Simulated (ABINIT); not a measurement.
MnO:

```xyz
2
Lattice="0.0000 2.2239 2.2239 2.2239 0.0000 2.2239 2.2239 2.2239 0.0000" Properties=species:S:1:pos:R:3 pbc="T T T"
Mn    0.0000    0.0000    0.0000
O     2.2239    2.2239    2.2239
```

The cell is a database's computed one.

Program: ABINIT 10.8.3 (patched build). Alike in all runs: potentials or basis JTH PAW LDA v2.0; spin collinear, ferromagnetic start; cell as given; cutoff (eV) 626; smearing fermi-dirac 0.05 eV. Hardware: 1 thread of Arm Neoverse V1, on a shared host.

Question: Order these runs on this cell by their wall time, lowest first.
A. task band structure; level LDA-PZ; k mesh 10 × 10 × 10; mesh quality not flagged
B. task single point; level LDA; k mesh 4 × 4 × 4; mesh quality coarse
C. task single point; level LDA; k mesh 8 × 8 × 8; mesh quality not flagged

Answer: B (10 s), C (34 s), A (120 s).

Caveats: some runs use coarse meshes; a cell with one magnetic atom can't hold antiferromagnetic order, which such compounds often take.

Not every run made on this cell is shown here.
